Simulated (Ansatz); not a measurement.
# K$_{2}$S: pressure against volume

K$_{2}$S, Fm-3m, a = 7.461 Å. Ansatz: PBE, PAW, 420 eV, Γ-centred 6×6×6 mesh on 3 atoms, Gaussian smearing 0.02 eV; no spin polarisation. Symmetry fixes shape and atoms, so the cell is only scaled; pressure is positive in compression.

| V (Å³/atom) | P (GPa) |
| --- | --- |
| 30.461 | 3.11 |
| 31.499 | 2.14 |
| 32.537 | 1.31 |
| 33.576 | 0.61 |
| 34.614 | 0.01 |
| 35.653 | -0.50 |
| 36.691 | ? |
| 38.076 | -1.41 |

Problem. Take V0 = 34.614 Å³/atom, count pressures from its P0 = 0.01 GPa, fit the third-order Birch–Murnaghan form to the other rows, and predict the missing pressure.

Solution. With the Eulerian strain f = ½[(V0/V)^(2/3) − 1] and y = (P − P0)/[3f(1 + 2f)^(5/2)], the form is the line y = B0 + 1.5 B0 (B0′ − 4) f. Rows (f, y): 0.04447, 18.78; 0.03244, 18.70; 0.02106, 18.56; 0.01025, 18.55; -0.00976, 18.30; -0.03079, 18.02. Means f = 0.01128, y = 18.485; Σ(Δf)² = 0.003859, ΣΔfΔy = 0.03846; the slope is their ratio. y = 18.37 + 9.968 f GPa, so B0 = 18.4 GPa and B0′ = 4 + 2 × (9.968)/(3 × 18.37) = 4.36. At V = 36.691, f = -0.01905, y = 18.180 and P = -0.93 GPa. The run gave -0.93 GPa, the same to the digits shown.

Cost: 8 runs of about 0.25 core-minutes in all, on Intel Xeon Platinum 8375C (Ice Lake) (shared hosts).